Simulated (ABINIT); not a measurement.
**SiNi3 in ABINIT: the effect of potentials**

SiNi3:

```
CELL_PARAMETERS angstrom
3.54200 0.00000 0.00000
0.00000 3.54200 0.00000
0.00000 0.00000 3.54200
ATOMIC_POSITIONS crystal
Ni 0.50000 0.50000 0.00000
Ni 0.50000 0.00000 0.50000
Ni 0.00000 0.50000 0.50000
Si 0.00000 0.00000 0.00000
```

Alike in all runs:

| Quantity | Value |
| --- | --- |
| Program | ABINIT 10.8.3 (patched build) |
| Task | single point |
| Functional | PBEsol |
| k mesh | 5 × 5 × 5 |
| Occupations | fermi-dirac, width 0.05 eV |
| Spin | collinear spin, ferromagnetic start |
| Starting moments | [1.0, 1.0, 1.0, 0.0] μB |

```csv
potentials,cutoff,pressure (GPa)
PseudoDojo NC SR PBEsol v0.4.1 standard,1333 eV,-14.2
PseudoDojo NC SR PBEsol v0.4 stringent,1415 eV,-14.2
JTH PAW PBE v2.0,1116 eV,?
```

What does the run with potentials JTH PAW PBE v2.0 give?

Pressure -13.5 GPa.

Caveats: small starting moments can end in a higher magnetic state in this program; the PAW data sets were made with another functional, which shifts forces and pressure a little (some runs).
